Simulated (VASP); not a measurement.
Write the native input for VASP 6.6.1 that does the following.

```yaml
Task: relaxation of the atoms
Functional: PBE
Dispersion: D3(BJ)
Potentials_or_basis: VASP PAW PBE potentials, release 64 (B, N)
Cutoff: 600 eV
k_mesh: 14 × 14 × 14
Occupations: gaussian, width 0.03 eV
Spin: no spin polarisation
Further_INCAR_settings: ALGO = Normal; EDIFF = 1e-07; IBRION = 2; EDIFFG = -0.01; NSW = 40
```

The structure of BN (Qingsongite) lies in POSCAR:

```
BN                                      
1.0
    0.0000000000      1.7788560991      1.7788560991
    1.7788560991      0.0000000000      1.7788560991
    1.7788560991      1.7788560991      0.0000000000
  B               N             
     1     1
Direct
     0.0000000000000000    0.0000000000000000    0.0000000000000000
     0.2500000000000000    0.2500000000000000    0.2500000000000000
```

The cell isn't the ideal one: a relaxed cell with its volume scaled by 0.96.

These files were run (other wordings do the same):

INCAR

```
PREC = Accurate ; ENCUT = 600
EDIFF = 1E-7 ; ISMEAR = 0
SIGMA = 0.03 ; LREAL = False
LASPH = True ; NELM = 80
ALGO = Normal ; ISIF = 2
LWAVE = False ; LCHARG = False
GGA = PE ; IVDW = 12
IBRION = 2 ; NSW = 40
EDIFFG = -0.01
```

KPOINTS

```
regular mesh
0
Gamma
  14 14 14
```

Potentials or basis: VASP PAW PBE potentials, release 64 (B, N).

Launch:

```bash
$ cat potpaw_PBE.64/B/POTCAR potpaw_PBE.64/N/POTCAR > POTCAR
$ mpirun -np 1 vasp_std > vasp.out
```

It gave:

The pressure after relaxing is 16.9 GPa and the band gap on the k mesh is 4.51 eV, indirect (least direct gap 9.05 eV). The dispersion energy per atom is -0.219 eV.

Caveat: the relaxation stopped at its first step, so nothing moved.

It took 4.2 s on 1 thread of Intel(R) Xeon(R) 6975P-C (Granite Rapids) (shared host), peak memory 0.14 GiB.
